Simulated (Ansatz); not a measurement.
# AlAs: the cost of one run

Program: Ansatz 0.2.0. Level of theory: DFT LDA, scalar-relativistic, plane waves, PAW. These are calculated values, not measurements.

## Step 1: The starting structure

It takes space group F-43m (No. 216, cubic). Conventional cell: a = 5.455 Å, b = 5.455 Å, c = 5.455 Å, α = 90.00°, β = 90.00°, γ = 90.00°. Al (site symmetry -43m) is surrounded by 4 As at 2.36 Å. As (site symmetry -43m) is surrounded by 4 Al at 2.36 Å.

Coordinates:

```
CELL_PARAMETERS angstrom
0.00000 2.72763 2.72763
2.72763 0.00000 2.72763
2.72763 2.72763 0.00000
ATOMIC_POSITIONS crystal
Al 0.00000 0.00000 0.00000
As 0.25000 0.25000 0.25000
```

This is a trial structure built by rule; it need not be a known or stable form of this composition.

This is a trial structure, the zincblende prototype, and another one may lie lower.

## Step 2: Seeking zero pressure, try 1

File input.yaml:

```yaml
crystal:
  lattice:
    - [0.0, 2.7276336118, 2.7276336118]
    - [2.7276336118, 0.0, 2.7276336118]
    - [2.7276336118, 2.7276336118, 0.0]
  atoms:
    - { symbol: Al, position: [0.0, 0.0, 0.0] }
    - { symbol: As, position: [0.25, 0.25, 0.25] }
basis:
  ecutwfc: 420
kpoints:
  mp_grid: { grid: [6, 6, 6] }
hamiltonian:
  xc: lda
scf:
  occupations: { method: gaussian, width: 0.05 }
output:
  forces: true
  stress: true
  eigenvalues: true
```

Started as:

```sh
$ ansatz run input.yaml --threads 1 --pin off --max-ram 1228MiB --backend cpu --events-out ev --progress --plain --runs-dir out
```

What time and memory should one allow on 1 thread of Arm Neoverse N1, shared host?

About 1.8 s, with a peak of 0.33 GiB.
